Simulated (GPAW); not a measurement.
Ta2N:

```xyz
3
Lattice="3.1129 0.0000 0.0000 -1.5564 2.6958 0.0000 0.0000 0.0000 4.8698" Properties=species:S:1:pos:R:3 pbc="T T T"
Ta    0.0000    1.7972    1.2404
Ta    1.5564    0.8986    3.6294
N     0.0000    0.0000    0.0000
```

The cell comes from a database or a generator and needn't be the stable form of this composition.

- Program: GPAW 26.7.0
- Task: relaxation of cell and atoms
- Functional: PBEsol
- Dispersion: D3(BJ)+ATM
- Potentials or basis: PAW data sets generated in the run's folder for this functional
- Cutoff: 800 eV
- Basis: pw
- k mesh: 7 × 7 × 4
- Occupations: fermi-dirac, width 0.05 eV
- Spin: no spin polarisation

At the start: pressure -14.1 GPa; volume 13.62 Å³/atom.

**Question.** Where does the relaxation end?

**Answer.** Over 7 steps the energy falls by 29.4 meV/atom and the volume is 12.96 Å³/atom (-4.8 %); space group P-3m1 (No. 164, to 0.05 Å).

Step by step:
| step | energy change (eV) | largest force (eV/Å) | pressure (GPa) | volume (Å³) |
| --- | --- | --- | --- | --- |
| 1 | 0.0000 | 0.2825 | -14.09 | 40.87 |
| 2 | -0.0517 | 0.1078 | -9.38 | 40.17 |
| 3 | -0.0864 | 0.2035 | 0.34 | 38.91 |
| 4 | -0.0876 | 0.1213 | -0.11 | 38.94 |
| 5 | -0.0883 | 0.0032 | -0.11 | 38.91 |
| 6 | -0.0883 | 0.0091 | 0.00 | 38.90 |
| 7 | -0.0883 | 0.0098 | 0.08 | 38.89 |

Final structure:
```xyz
3
Lattice="3.0670 0.0000 0.0000 -1.5335 2.6561 0.0000 0.0000 0.0000 4.7736" Properties=species:S:1:pos:R:3 pbc="T T T"
Ta    0.0000    1.7707    1.2151
Ta    1.5335    0.8854    3.5585
N     0.0000    0.0000    0.0000
```

Caveat: later steps reuse the first step's grids; pairwise dispersion overbinds metals, which lowers pressure and volume.
